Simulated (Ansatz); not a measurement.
An Ansatz run on MgS in the zincblende structure left the output below. Cell and atoms come from a relaxation with r2SCAN.

Structure:
```cif
data_structure
_symmetry_space_group_name_H-M 'P 1'
_symmetry_Int_Tables_number 1
_cell_length_a 4.0035
_cell_length_b 4.0035
_cell_length_c 4.0035
_cell_angle_alpha 60.000
_cell_angle_beta 60.000
_cell_angle_gamma 60.000
_cell_volume 45.37
loop_
_atom_site_label
_atom_site_type_symbol
_atom_site_fract_x
_atom_site_fract_y
_atom_site_fract_z
_atom_site_occupancy
Mg1 Mg 0.00000 0.00000 0.00000 1
S1 S 0.25000 0.25000 0.25000 1
```

Output, abridged:
```
Pseudopotential: Mg, paw, valence charge 10, recommended cutoff 500 eV
Pseudopotential: S, paw, valence charge 6, recommended cutoff 500 eV
Crystal: 2 atoms, lattice volume = 45.373 Å³
Basis set: ecut = 500 eV, 1139 PW (Γ)
Bands: 12, of which v1, the nominal top of the filled ones, is band 8 counted from 1 (7 counted from 0)
Symmetry: 24 space group operations
Space group: F-43m (ITA 216)
k-points: 16 of 216 (time reversal used)
SCF 1 converged in 6 iterations: F = -2835.512883 eV  dr2 = 1.85e-9
SCF converged after 6 iterations
Free energy (F): -2835.512883 eV
Fermi energy:    2.837895 eV
--- G₀W₀: contour deformation, 7 samples at zero and on the imaginary axis and 2 off it, 216 q-points, 482 empty bands' worth ---
    ik  band        ε_KS         Σx   Σc(E_QP)       V_xc       Z   E_QP_lin       E_QP  E_QP is
     0     7      2.8379   -18.1053     1.7296   -15.1534  0.7849     1.5984     1.6156  root
     0     8      2.8379   -18.1053     1.7296   -15.1534  0.7849     1.5984     1.6156  root
     0     9      6.9796    -6.1719    -3.4864    -9.7715  0.8280     7.0928     7.0927  root
     0    10     11.4189    -5.2099    -4.0327    -9.8412  0.8119    12.0217    12.0175  root
     1     7      2.7481   -18.0744     1.7600   -15.0855  0.7843     1.5016     1.5192  root
     1     8      2.7481   -18.0744     1.7600   -15.0855  0.7843     1.5016     1.5192  root
     1     9      7.9628    -6.5976    -3.5995   -10.3709  0.8213     8.1368     8.1365  root
     1    10     11.1883    -5.4323    -4.0331    -9.9812  0.8102    11.7073    11.7041  root
     2     7      2.5842   -18.0402     1.8183   -14.9804  0.7831     1.3242     1.3427  root
     2     8      2.5842   -18.0402     1.8183   -14.9804  0.7831     1.3242     1.3427  root
     2     9      8.6635    -5.7785    -3.6736    -9.7485  0.8239     8.9608     8.9600  root
     2    10     11.3422    -4.5844    -4.0039    -9.1379  0.8121    11.8955    11.8917  root
     3     7      2.5088   -18.0323     1.8453   -14.9398  0.7825     1.2427     1.2617  root
     3     8      2.5088   -18.0323     1.8453   -14.9398  0.7825     1.2427     1.2617  root
     3     9      8.6395    -5.5483    -3.6397    -9.5173  0.8267     8.9698     8.9688  root
     3    10     11.0330    -4.4557    -3.9321    -8.9288  0.8152    11.5774    11.5739  root
     4     7      2.5354   -17.9034     1.8217   -14.8383  0.7832     1.2734     1.2921  root
     4     8      2.5354   -17.9034     1.8217   -14.8383  0.7832     1.2734     1.2921  root
     4     9      8.2668    -6.6865    -3.6306   -10.5044  0.8183     8.4544     8.4540  root
     4    10     10.5749    -5.1920    -3.9035    -9.6331  0.8178    11.1156    11.1125  root
     7     7      1.7859   -17.3701     2.0274   -14.0535  0.7784     0.4739     0.4968  root
     7     8      2.4945   -18.0012     1.8454   -14.9088  0.7825     1.2284     1.2475  root
     7     9      9.5662    -5.7547    -3.8098    -9.9315  0.8193     9.9345     9.9332  root
     7    10     10.1730    -4.5122    -3.8561    -8.7206  0.8128    10.5268    10.5254  root
     8     7      2.1517   -17.5856     1.9251   -14.3937  0.7810     0.8641     0.8849  root
     8     8      2.7235   -18.1208     1.7728   -15.1171  0.7839     1.4747     1.4925  root
     8     9      9.0385    -6.5693    -3.7986   -10.6017  0.8143     9.2729     9.2723  root
     8    10     10.8687    -5.4452    -4.0087    -9.9449  0.8113    11.3626    11.3597  root
     9     7      2.0187   -17.6730     1.9913   -14.4024  0.7796     0.7178     0.7395  root
     9     8      2.0187   -17.6730     1.9913   -14.4024  0.7796     0.7178     0.7395  root
     9     9      7.9595    -4.3683    -3.4515    -8.1195  0.8276     8.2601     8.2592  root
     9    10      9.5338    -5.0141    -3.6952    -9.1829  0.8256    10.0095    10.0074  root
    10     7      1.4583   -17.1586     2.1340   -13.7182  0.7760     0.1271     0.1519  root
    10     8      1.9502   -17.6695     2.0145   -14.3714  0.7790     0.6446     0.6667  root
    10     9      7.8934    -4.2151    -3.4254    -7.9538  0.8287     8.2075     8.2067  root
    10    10      9.8588    -5.3232    -3.7636    -9.5538  0.8214    10.3279    10.3257  root
  […]
```

The points are ik 0 = (0, 0, 0) (Γ), ik 1 = (0, 0, 1/6), ik 2 = (0, 0, 1/3), ik 3 = (0, 0, -1/2), ik 4 = (0, 1/6, 1/6), ik 7 = (0, 1/6, -1/3), ik 8 = (0, 1/6, -1/6), ik 9 = (0, 1/3, 1/3), ik 10 = (0, 1/3, -1/2), ik 12 = (0, -1/2, -1/2); band 8 is the last filled one.

**Question.** Which of these blocks stood in the input: relax, gw, phonons, dielectric, magnetization (spin_orbit)?

**Answer.** gw. The quasiparticle table needs the gw block.

**Question.** Which k mesh was typed?

**Answer.** 6×6×6, Γ-centred.

**Question.** How were the bands filled?

**Answer.** Fixed occupations.

**Question.** Which functional?

**Answer.** r2SCAN. The cutoff of 500 eV is the one that these potentials recommend for a meta-GGA. There is no exchange loop, so no exact exchange. The lines shown narrow the functional down without fixing it; this is the one that was run.

Wall time 18 s on 1 × NVIDIA H100 80GB HBM3 with 2 threads of AMD EPYC 7R13 Processor (Zen 3), with other jobs on the host, load about 1.5 per core; peak host memory 2 GiB.

No spin polarisation. The prototype was imposed, so other structures may be more stable.
